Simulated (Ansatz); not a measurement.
# CdTe: response to strain

CdTe is deformed so: zz strain of +2 %. What stress and forces result, by LAPW, PAW and all-electron datasets made for the crystal?

Method: DFT PBEsol, scalar-relativistic, in Ansatz 0.2.0.

## (1) The starting structure

It takes space group Cmcm (No. 63, orthorhombic). The conventional cell has a = 6.131 Å, b = 6.189 Å, c = 6.091 Å, α = 90.00°, β = 90.00°, γ = 90.00°. Around Cd (site symmetry m2m) lie 6 Te at 3.03 to 3.16 Å. Around Te (site symmetry m2m) lie 6 Cd at 3.03 to 3.16 Å.

Coordinates:

```
Cd Te
1.0
     3.06529   -3.09461    0.00000
     3.06529    3.09461    0.00000
     0.00000    0.00000    6.09065
Cd Te
2 2
Direct
  0.27703 0.72297 0.75000
  0.72297 0.27703 0.25000
  0.76614 0.23386 0.75000
  0.23386 0.76614 0.25000
```

Atoms are numbered in the order of the input: Cd1, Cd2, Te3, Te4.

## (2) The deformed structure

Space group Cmcm before, Cmcm after.

## (3) Full-potential LAPW

input.yaml

```yaml
crystal:
  lattice:
    - [3.065291, -3.094609, 0.0]
    - [3.065291, 3.094609, 0.0]
    - [0.0, 0.0, 6.21246504]
  atoms:
    - { symbol: Cd, position: [0.27703, 0.72297, 0.75] }
    - { symbol: Cd, position: [0.72297, 0.27703, 0.25] }
    - { symbol: Te, position: [0.766137, 0.233863, 0.75] }
    - { symbol: Te, position: [0.233863, 0.766137, 0.25] }
kpoints:
  mp_grid: { grid: [9, 9, 6] }
  band_path:
    path:
      - [0.0, 0.0, 0.0]
      - [-0.5, 0.5, 0.0]
      - [-0.4952854913, 0.5047145087, 0.0]
      - [0.4952854913, 0.4952854913, 0.0]
      - [0.0, 0.0, 0.0]
      - [0.0, 0.0, 0.5]
      - [0.4952854913, 0.4952854913, 0.5]
      - [-0.4952854913, 0.5047145087, 0.5]
      - [-0.5, 0.5, 0.5]
    npoints: 5
scf:
  occupations: { method: fermi_dirac, width: 0.05 }
hamiltonian:
  xc: pbesol
  pseudopotentials: { kind: all_electron, lapw: { basis_error: 0.001 } }
output:
  forces: true
  stress: true
  eigenvalues: true
```

Run with:

```
$ ansatz run input.yaml --threads 1 --pin off --max-ram 6144MiB --backend cpu --events-out ev --progress --plain --runs-dir out
```

The program printed, shortened:

```text
LAPW: plane waves up to 7.403 Å⁻¹, error target 1.0e-3 eV per atom; small_component_spin mean_spin; Cd in spheres of 1.533 Å, 20 of its electrons in bands, Dirac shells []; Te in spheres of 1.494 Å, 24 of its electrons in bands, Dirac shells []
[...]
Pseudopotentials: kind: all_electron
Pseudopotential: Cd, LAPW, valence charge 20, Koelling and Harmon's equation, gaussian nucleus
Pseudopotential: Te, LAPW, valence charge 24, Koelling and Harmon's equation, gaussian nucleus
Functional definition: PBEsol
[...]
Crystal: 4 atoms, lattice volume = 117.861 Å³
Basis set: ecut = 208.78606727540398 eV, 807 PW (Γ), exchange–correlation at level 2
Bands: 53, of which v1, the nominal top of the filled ones, is band 44 counted from 1 (43 counted from 0)
Symmetry: 8 space group operations
Space group: Cmcm (ITA 63), of the structure as read, at distance tolerance 4.9e-5 Å
k-points: 100 of 486
[...]
SCF iter   1: F=—  HF=-673943.460952 eV  |F-HF|=—  |Δ(HF+E_count)|=         —  Δρ=2.02e-2  dr2=1.14e0  ethr=1.29e-3  ⟨swp⟩=2.0  Hψ=33517  notcnv=0
[...]
SCF iter   7: F=-673942.937260 eV  HF=-673942.937260 eV  |F-HF|=3.34e-8  |Δ(HF+E_count)|=   8.21e-7  Δρ=5.34e-6  dr2=2.12e-8  ethr=5.85e-10  ⟨swp⟩=3.0  Hψ=16057  notcnv=0
[...]
NSCF: frozen V_eff on 41 k-points
SCF converged after 7 iterations
Free energy (F): -673942.937260 eV
[...]
E sigma→0 (E₀):  -673942.929106 eV
Entropy (-TS):   -0.016308 eV (-4.077 meV/atom)
Fermi energy:    10.904340 eV
[...]
--- Forces (eV/Å), atoms counted from 1 ---
  atom   1  Cd     0.00000000     0.04249409     0.00000000
  atom   2  Cd     0.00000000    -0.04249409     0.00000000
  atom   3  Te     0.00000000     0.07396343     0.00000000
  atom   4  Te     0.00000000    -0.07396343     0.00000000
[...]
--- Stress (GPa, compression-positive) ---
       -3.785064       0.000000       0.000000
        0.000000      -3.865050       0.000000
        0.000000       0.000000      -4.187003
  P = ⅓ Tr σ = -3.9457 GPa (-39.457 kbar)
--- Band table (eV; the first three rows and the last of 100) ---
[...]
```

It took 2.2 min on 1 thread of Arm Neoverse V1, shared host; peak memory 0.92 GiB.

This run gives: pressure -3.95 GPa; no gap; largest force 0.074 eV/Å.

## (4) Frozen-core PAW

input.yaml

```yaml
crystal:
  lattice:
    - [3.065291, -3.094609, 0.0]
    - [3.065291, 3.094609, 0.0]
    - [0.0, 0.0, 6.21246504]
  atoms:
    - { symbol: Cd, position: [0.27703, 0.72297, 0.75] }
    - { symbol: Cd, position: [0.72297, 0.27703, 0.25] }
    - { symbol: Te, position: [0.766137, 0.233863, 0.75] }
    - { symbol: Te, position: [0.233863, 0.766137, 0.25] }
kpoints:
  mp_grid: { grid: [9, 9, 6] }
scf:
  occupations: { method: fermi_dirac, width: 0.05 }
hamiltonian:
  xc: pbesol
  pseudopotentials: { kind: paw }
output:
  forces: true
  stress: true
  eigenvalues: true
  efg: { contact_densities: true }
```

Run with:

```
$ ansatz run input.yaml --threads 1 --pin off --max-ram 6144MiB --backend cpu --events-out ev --progress --plain --runs-dir out
```

The program printed, shortened:

```text
Cd, Te: output.efg is read without spin–orbit coupling, which moves field gradients at and beside such atoms by some per cent and up to a factor of two; PAW files take it under magnetization.noncollinear and magnetization.spin_orbit
[...]
Pseudopotentials: kind: paw
Pseudopotential: Cd, paw, valence charge 20, recommended cutoff 420 eV (normal)
Pseudopotential: Te, paw, valence charge 16, recommended cutoff 420 eV (normal)
Functional definition: PBEsol
[...]
Crystal: 4 atoms, lattice volume = 117.861 Å³
Basis set: ecut = 420 eV, 2321 PW (Γ), exchange–correlation on 60×60×90 points (8 copies of the dense FFT grid, shifted against one another)
Bands: 44, of which v1, the nominal top of the filled ones, is band 36 counted from 1 (35 counted from 0)
Symmetry: 8 space group operations
Space group: Cmcm (ITA 63), of the structure as read, at distance tolerance 4.9e-5 Å
k-points: 100 of 486
[...]
--- Stress (GPa, compression-positive) ---
       -3.795467       0.000000       0.000000
        0.000000      -3.874944       0.000000
        0.000000       0.000000      -4.198166
  P = ⅓ Tr σ = -3.9562 GPa (-39.562 kbar)
--- PAW observables at the nuclei: V_zz in 10²¹ V/m², potentials from the cell's mean, atoms counted from 1 ---
  atom   1  Cd V_zz =    +0.611518   η = 0.8269   by run symmetry: allowed
            electrostatic potential = -7706.192188 V   contact ρ = 1034389.538286 e/Å³
  atom   2  Cd V_zz =    +0.611518   η = 0.8269   by run symmetry: allowed
            electrostatic potential = -7706.192188 V   contact ρ = 1034389.538286 e/Å³
  atom   3  Te V_zz =    -3.106369   η = 0.4728   by run symmetry: allowed
            electrostatic potential = -8648.298637 V   contact ρ = 1466660.817056 e/Å³
  atom   4  Te V_zz =    -3.106369   η = 0.4728   by run symmetry: allowed
            electrostatic potential = -8648.298637 V   contact ρ = 1466660.817056 e/Å³
--- Band table (eV; the first three rows and the last of 100) ---
[...]
```

It took 32 s on 1 thread of Arm Neoverse V1, shared host; peak memory 0.61 GiB.

Result: pressure -3.96 GPa; no gap; largest force 0.074 eV/Å; Vzz Cd1 0.61 (η = 0.83), Te3 -3.11 (η = 0.47) (10²¹ V/m²).

## (5) Datasets made for this crystal

input.yaml: that of step 4 with these lines changed.

```diff
@@ -16,3 +16,3 @@
   xc: pbesol
-  pseudopotentials: { kind: paw }
+  pseudopotentials: { kind: all_electron, datasets: crystal }
 output:
```

Run with:

```
$ ansatz run input.yaml --threads 1 --pin off --max-ram 6144MiB --backend cpu --events-out ev --progress --plain --runs-dir out
```

The program printed:

```text
hamiltonian.pseudopotentials.datasets: crystal makes datasets for this crystal and solves the spheres of its atoms anew in each pass: cutoff 240.0 eV, the density's 960.0 eV; for an error of 0.50 meV an atom under PBE, 2.0 meV for the cell; an energy difference from a run of another recipe may be off by several times the error for the cell, under r2SCAN by more, where some 0.1 meV an atom stays at smaller errors; Cd in spheres of 1.376 Å, 12 of its electrons in bands; Te in spheres of 1.376 Å, 6 of its electrons in bands, 10 on its site; only band paths and densities of states list, in semicore columns, the levels of the semicore shells that are solved separately: 4d of Te
Cd, Te: output.efg is read without spin–orbit coupling, which moves field gradients at and beside such atoms by some per cent and up to a factor of two; PAW files take it under magnetization.noncollinear and magnetization.spin_orbit
Engine: ansatz 0.2.0
Pseudopotentials: kind: all_electron
Pseudopotential: Cd, paw, valence charge 12, recommended cutoff 240 eV (normal), Koelling and Harmon's equation, gaussian nucleus
Pseudopotential: Te, paw, valence charge 16, recommended cutoff 240 eV (normal), Koelling and Harmon's equation, gaussian nucleus
Functional definition: PBEsol
  exchange = pbesol_x
  correlation = pbesol_c
Crystal: 4 atoms, lattice volume = 117.861 Å³
Basis set: ecut = 240 eV, 1003 PW (Γ), exchange–correlation on 48×48×64 points (8 copies of the dense FFT grid, shifted against one another)
Bands: 22, of which v1, the nominal top of the filled ones, is band 18 counted from 1 (17 counted from 0)
Symmetry: 8 space group operations
Space group: Cmcm (ITA 63), of the structure as read, at distance tolerance 4.9e-5 Å
k-points: 100 of 486
Non-local potential: Cd, projectors of the file, l = 0: 1, l = 1: 1, l = 2: 2
Non-local potential: Te, projectors of the file, l = 0: 1, l = 1: 1
PAW form: soft (Blöchl's): semilocal exchange-correlation on the pseudo side does not see the compensation charge
PAW one-centre angular grid: Cd, 590 points (default); XC on its mesh's 1869 points in the sphere
PAW one-centre angular grid: Te, 110 points (default); XC on its mesh's 1857 points in the sphere
Initial density: superposition of atomic densities (neutral atoms: chi_scale 0, normalization atom)
Initial wavefunctions: pseudopotential atomic-orbital guess
Functional: x = pbesol(κ = 0.804, μ = 0.12345679012345678), c = pbesol(β = 0.046)
iter 1 solved again at ethr=4.78e-3 eV; its pass at ethr=1.00e-1 eV (dr2=1.72e0 eV) is discarded
SCF iter   1: F=—  HF=-673943.507059 eV  |F-HF|=—  |Δ(HF+E_count)|=         —  Δρ=2.42e-2  dr2=1.67e0  ethr=4.78e-3  ⟨swp⟩=4.2  Hψ=11722  notcnv=0
preconditioner: auto → Resta (q_TF=auto, 2.239 Å⁻¹)  ε∞=6.1  [insulator: Δε(μ)=0.129 eV  Ē_g=9.088 eV  σ=0.050 eV  W_gap=0.53  n_scr=20 (ndim 8)  ℏωp=20.5 eV  f_vac=0.000  D(μ)=1.25/eV (n_scr^D=2)  ε∞_Penn≈6.1]
SCF iter   2: F=—  HF=-673943.039250 eV  |F-HF|=—  |Δ(HF+E_count)|=   4.68e-1  Δρ=1.17e-2  dr2=3.25e-1  ethr=4.65e-3  ⟨swp⟩=2.6  Hψ=4489  notcnv=0  defer=5
preconditioner: auto → Kerker (q_TF=auto, 2.239 Å⁻¹)  [metal: Δε(μ)=0.010 eV  Ē_g=9.337 eV  σ=0.050 eV  W_gap=0.05  n_scr=20 (ndim 8)  ℏωp=20.5 eV  f_vac=0.000  D(μ)=2.12/eV (n_scr^D=14)]
iter 3 solved again at ethr=7.61e-5 eV; its pass at ethr=9.04e-4 eV (dr2=2.74e-2 eV) is discarded
SCF iter   3: F=—  HF=-673942.943697 eV  |F-HF|=—  |Δ(HF+E_count)|=   9.56e-2  Δρ=4.09e-3  dr2=2.81e-2  ethr=7.61e-5  ⟨swp⟩=2.1  Hψ=9990  notcnv=0  defer=4
SCF iter   4: F=—  HF=-673942.937280 eV  |F-HF|=—  |Δ(HF+E_count)|=   6.42e-3  Δρ=2.11e-3  dr2=5.48e-3  ethr=7.61e-5  ⟨swp⟩=2.3  Hψ=4092  notcnv=0  defer=4
SCF iter   5: F=—  HF=-673942.938190 eV  |F-HF|=—  |Δ(HF+E_count)|=   9.10e-4  Δρ=5.07e-4  dr2=2.44e-4  ethr=1.52e-5  ⟨swp⟩=3.1  Hψ=5763  notcnv=0  defer=5
SCF iter   6: F=—  HF=-673942.938216 eV  |F-HF|=—  |Δ(HF+E_count)|=   2.69e-5  Δρ=1.85e-4  dr2=4.05e-5  ethr=6.79e-7  ⟨swp⟩=2.0  Hψ=4089  notcnv=0  defer=1
SCF iter   7: F=—  HF=-673942.938197 eV  |F-HF|=—  |Δ(HF+E_count)|=   1.92e-5  Δρ=6.54e-5  dr2=7.33e-6  ethr=1.12e-7  ⟨swp⟩=3.0  Hψ=5199  notcnv=0  defer=1
SCF iter   8: F=—  HF=-673942.938198 eV  |F-HF|=—  |Δ(HF+E_count)|=   6.64e-7  Δρ=2.44e-5  dr2=1.22e-6  ethr=2.04e-8  ⟨swp⟩=3.0  Hψ=4287  notcnv=0
SCF iter   9: F=-673942.938198 eV  HF=-673942.938198 eV  |F-HF|=2.60e-8  |Δ(HF+E_count)|=   1.00e-7  Δρ=7.72e-6  dr2=8.63e-8  ethr=3.40e-9  ⟨swp⟩=3.0  Hψ=4837  notcnv=0
SCF 1 converged in 9 iterations: F = -673942.938199 eV  dr2 = 8.63e-8
  Residual-converged pass: ⟨swp⟩=3.9  Hψ=5976  notcnv=0  max |occ|·‖R‖ = 6.7e-6 eV (tolerance 6.7e-6 eV)  dr2=8.18e-8  dr2_onsite=1.44e-8  max |Δocc| = 5.0e-9
SCF converged after 9 iterations
Free energy (F): -673942.938199 eV
Harris-Foulkes:  -673942.938199 eV  (|F-HF|=2.60e-8)
Internal energy: -673942.921892 eV  (E = F + TS)
E sigma→0 (E₀):  -673942.930045 eV
Entropy (-TS):   -0.016307 eV (-4.077 meV/atom)
Past the cutoff: the bands carry plane waves up to 1.75 times it, of which those up to 1.5 times it add -0.000309 eV an atom, each by itself; the spheres take 0.000456 eV an atom off the energy for waves past 1.75 times it
By the cutoff:   a pressure is off by up to 0.007 GPa (1.2 times the spheres' own share and the shells' term, over an atom's volume, and 0.004 GPa: a bound that held against runs at twice the plane waves)
Past the cutoffs: a stress includes 0.0012 GPa for waves and charges beyond them, in addition to the slope of what the spheres take
In the spheres:  the bands' charges fall short by 8.4e-6 e at most (sound up to 1e-3), those of shells solved beside the bands by 3.6e-7 e (sound up to 5e-4)
Fermi energy:    10.904388 eV
--- Per-component energies (eV) ---
  The terms above E_closure are by the made datasets' own strengths, without shells solved beside the bands.
--- Forces (eV/Å), atoms counted from 1 ---
  atom   1  Cd     0.00000000     0.04249051     0.00000000
  atom   2  Cd     0.00000000    -0.04249051     0.00000000
  atom   3  Te     0.00000000     0.07389749     0.00000000
  atom   4  Te     0.00000000    -0.07389749     0.00000000
  max |Σ_I F_I| component: 0.00e0 eV/Å
--- Stress (GPa, compression-positive) ---
       -3.787100       0.000000       0.000000
        0.000000      -3.867138       0.000000
        0.000000       0.000000      -4.189000
  P = ⅓ Tr σ = -3.9477 GPa (-39.477 kbar)
  It holds what live shells' own plane waves past their cutoff add
--- PAW observables at the nuclei: V_zz in 10²¹ V/m², potentials from the cell's mean, atoms counted from 1 ---
  atom   1  Cd V_zz =    +0.625677   η = 0.8228   by run symmetry: allowed
            electrostatic potential = -7704.230221 V   contact ρ = 1034359.907538 e/Å³
  atom   2  Cd V_zz =    +0.625677   η = 0.8228   by run symmetry: allowed
            electrostatic potential = -7704.230221 V   contact ρ = 1034359.907538 e/Å³
  atom   3  Te V_zz =    -3.095695   η = 0.4675   by run symmetry: allowed
            electrostatic potential = -8646.337482 V   contact ρ = 1466486.784320 e/Å³
  atom   4  Te V_zz =    -3.095695   η = 0.4675   by run symmetry: allowed
            electrostatic potential = -8646.337482 V   contact ρ = 1466486.784320 e/Å³
--- Band table (eV; the first three rows and the last of 100) ---
  k-point 0: bands = ["-0.4834", "0.2937", "2.7371", "2.7554", "2.7740", "2.7914", "2.7976", "2.8017", "2.8070", "2.9106", "2.9140", "3.4678", "7.0452", "8.9739", "9.0095", "9.6710", "10.4249", "10.5252", "10.5955", "11.0201", "15.2141"]
  k-point 1: bands = ["-0.4180", "0.2669", "2.7396", "2.7496", "2.7643", "2.7869", "2.7905", "2.8124", "2.8133", "2.9026", "2.9068", "3.2968", "7.2367", "9.0609", "9.0970", "9.6657", "9.9890", "10.3145", "10.4198", "12.1453", "15.2995"]
  k-point 2: bands = ["-0.2421", "0.1683", "2.7300", "2.7476", "2.7670", "2.7752", "2.7826", "2.8307", "2.8316", "2.8818", "2.8859", "2.9841", "7.6446", "8.7949", "9.3044", "9.3503", "10.0247", "10.0847", "10.9765", "13.1712", "15.5575"]
  k-point 99: bands = ["0.4186", "0.4186", "2.7153", "2.7153", "2.8140", "2.8140", "2.8173", "2.8173", "2.9055", "2.9055", "3.3226", "3.3226", "7.2768", "7.2768", "7.8929", "7.8929", "8.4182", "8.4182", "13.0323", "13.0323", "15.4259"]
```

It took 29 s on 1 thread of Arm Neoverse V1, shared host; peak memory 0.81 GiB.

This run gives: pressure -3.95 GPa; no gap; largest force 0.074 eV/Å; Vzz Cd1 0.63 (η = 0.82), Te3 -3.10 (η = 0.47) (10²¹ V/m²).

## (6) Stress and forces compared

Stress (GPa, compression positive):

```csv
method,xx,yy,zz,yz,xz,xy
LAPW,-3.79,-3.87,-4.19,0.00,0.00,0.00
PAW,-3.80,-3.87,-4.20,0.00,0.00,0.00
crystal datasets,-3.79,-3.87,-4.19,0.00,0.00,0.00
```

Forces (eV/Å):

```csv
atom,LAPW x,LAPW y,LAPW z,PAW x,PAW y,PAW z,crystal datasets x,crystal datasets y,crystal datasets z
Cd1,0.000,0.042,0.000,0.000,0.043,0.000,0.000,0.042,0.000
Cd2,0.000,-0.042,0.000,0.000,-0.043,0.000,0.000,-0.042,0.000
Te3,0.000,0.074,0.000,0.000,0.074,0.000,0.000,0.074,0.000
Te4,0.000,-0.074,0.000,0.000,-0.074,0.000,0.000,-0.074,0.000
```

| method | pressure (GPa) | largest force (eV/Å) | Vzz Cd1 (10²¹ V/m²) | Vzz Te3 (10²¹ V/m²) | SCF cycles, all passes |
| --- | --- | --- | --- | --- | --- |
| LAPW | -3.95 | 0.074 | – | – | 7 |
| PAW | -3.96 | 0.074 | 0.61 | -3.11 | 6 |
| crystal datasets | -3.95 | 0.074 | 0.63 | -3.10 | 9 |

## (7) What came out

```
                                 quantity                                              value
                                 pressure  LAPW -3.95, PAW -3.96, crystal datasets -3.95 GPa
largest shear or deviatoric stress (LAPW)                                           0.24 GPa
```

What this shows: The largest part of the stress beyond the pressure is 0.24 GPa in size, in the zz component; the atoms are carried along and not relaxed. No run of the undeformed cell stands beside it, so the pressure holds what the given cell had before the change. PAW: stress within 0.01 GPa of LAPW, forces within 1 meV/Å. Crystal datasets: stress within 0.01 GPa of LAPW, forces within 1 meV/Å. Spin-orbit coupling is left out, though the cell holds Te; in elements this heavy it can shift bands and gaps by tenths of an eV.
